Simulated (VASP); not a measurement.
Set up this calculation in VASP 6.6.1, as the native input.

```yaml
Task: band structure
Functional: PBEsol
Potentials_or_basis: VASP PAW PBE potentials, release 64 (Sn_d, S)
Cutoff: 520 eV
k_mesh: 10 × 10 × 6
Occupations: gaussian, width 0.02 eV
Spin: no spin polarisation
Further_INCAR_settings: ALGO = Fast; EDIFF = 1e-07
```

Crystal: SnS2.

```
CELL_PARAMETERS angstrom
3.65002 0.00000 0.00000
-1.82501 3.16101 0.00000
0.00000 0.00000 6.07247
ATOMIC_POSITIONS crystal
Sn 0.00000 0.00000 0.00000
S 0.33333 0.66667 0.24277
S 0.66667 0.33333 0.75723
```

The cell is a database's computed one.

These files were run (other wordings do the same):

POSCAR

```
SnS2                                    
1.0
    3.6500193308     -0.0000000000      0.0000000000
   -1.8250096654      3.1610094639     -0.0000000000
    0.0000000000     -0.0000000000      6.0724659006
  Sn              S             
     1     2
Direct
     1.0000000000000000    0.0000000000000000    0.0000000000000000
     0.3333333300000021    0.6666666699999979    0.2427718418448930
     0.6666666699999979    0.3333333300000021    0.7572281581551070
```

INCAR.step1

```
SYSTEM = SnS2
PREC = Accurate ; ENCUT = 520
EDIFF = 1E-7 ; ISMEAR = 0
SIGMA = 0.02 ; LREAL = .False.
LASPH = .True. ; NELM = 60
ALGO = Fast ; ISIF = 2
LWAVE = .False. ; LCHARG = .True.
GGA = PS
```

KPOINTS.step1

```
regular mesh
0
Gamma
  10 10 6
  0 0 0
```

INCAR.step2

```
SYSTEM = SnS2
PREC = Accurate ; ENCUT = 520
EDIFF = 1E-7 ; ISMEAR = 0
SIGMA = 0.05 ; LREAL = .False.
LASPH = .True. ; NELM = 60
ALGO = Fast ; ISIF = 2
LWAVE = .False. ; LCHARG = .False.
GGA = PS ; ICHARG = 11
```

KPOINTS.step2

```
path GMKGALHA,LM,KH
10
line-mode
reciprocal
 0.0000000000  0.0000000000  0.0000000000  G
 0.5000000000  0.0000000000  0.0000000000  M

 0.5000000000  0.0000000000  0.0000000000  M
 0.3333333333  0.3333333333  0.0000000000  K

 0.3333333333  0.3333333333  0.0000000000  K
 0.0000000000  0.0000000000  0.0000000000  G

 0.0000000000  0.0000000000  0.0000000000  G
 0.0000000000  0.0000000000  0.5000000000  A

 0.0000000000  0.0000000000  0.5000000000  A
 0.5000000000  0.0000000000  0.5000000000  L

 0.5000000000  0.0000000000  0.5000000000  L
 0.3333333333  0.3333333333  0.5000000000  H

 0.3333333333  0.3333333333  0.5000000000  H
 0.0000000000  0.0000000000  0.5000000000  A

 0.5000000000  0.0000000000  0.5000000000  L
 0.5000000000  0.0000000000  0.0000000000  M

 0.3333333333  0.3333333333  0.0000000000  K
 0.3333333333  0.3333333333  0.5000000000  H
```

Potentials or basis: VASP PAW PBE potentials, release 64 (Sn_d, S).

The run is started by

```console
$ cat potpaw_PBE.64/Sn_d/POTCAR potpaw_PBE.64/S/POTCAR > POTCAR
$ cp INCAR.step1 INCAR
$ cp KPOINTS.step1 KPOINTS
$ mpirun -np 1 vasp_std > vasp.out
$ cp INCAR.step2 INCAR
$ cp KPOINTS.step2 KPOINTS
$ mpirun -np 1 vasp_std > vasp.out
```

Results of the run:

```
Band gap on the k mesh  : 1.45 eV, indirect (least direct gap 1.83 eV)
Band gap along the path : 1.45 eV, indirect (least direct gap 1.81 eV)
```

Caveat: the log is that of the step along the path at fixed density, whose energy, stress, charges and moments have no meaning; spin-orbit coupling is left out, which moves the levels of the heavy elements.

Run time: 2.1 min on 1 thread of Intel(R) Xeon(R) Platinum 8375C CPU @ 2.90GHz (Ice Lake), with other jobs on the host, peak memory 0.24 GiB.
